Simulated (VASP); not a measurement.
A run of VASP 6.6.1:

File INCAR:

```
PREC = Accurate
ENCUT = 520
EDIFF = 1E-7
ISMEAR = 0
SIGMA = 0.08
LREAL = F
LASPH = T
NELM = 60
ALGO = Normal
ISIF = 2
LWAVE = F
LCHARG = T
MAGMOM = 0 0 0 0 0 0 0 0 0
LORBIT = 11
LSORBIT = T
GGA_COMPAT = F
LMAXMIX = 4
LDIPOL = T
IDIPOL = 3
DIPOL = 0.5 0.5 0.500
GGA = PE
LVHAR = T
LVACPOTAV = T
KPAR = 4
```

KPOINTS

```
Automatic mesh
0
Gamma
  12 12 1
```

The input POSCAR:

```
TiS2                                    
1.0
    3.4139321886      0.0000000000      0.0000000000
   -1.7069660943      2.9565519992      0.0000000000
    0.0000000000      0.0000000000     18.8600000000
  S               Ti            
     2     1
Direct
     0.3333330000000032    0.6666669999999968    0.4254215618570186
     0.6666669999999968    0.3333330000000032    0.5745784381429815
     1.0000000000000000    0.0000000000000000    0.5000000000000000
```

Potentials or basis: VASP PAW PBE potentials, release 64 (S, Ti_sv).

The run is started by

```console
$ cat potpaw_PBE.64/S/POTCAR potpaw_PBE.64/Ti_sv/POTCAR > POTCAR
$ mpirun -np 4 vasp_ncl > vasp.out
```

Hardware: 4 MPI ranks on AMD EPYC 7R13 Processor (Zen 3), on a shared host.

How long does it take, and how much memory?

It took 5.6 min on 4 MPI ranks on AMD EPYC 7R13 Processor (Zen 3), on a shared host, peak memory 0.93 GiB a rank. Counts: scf iterations 28, k points 19.
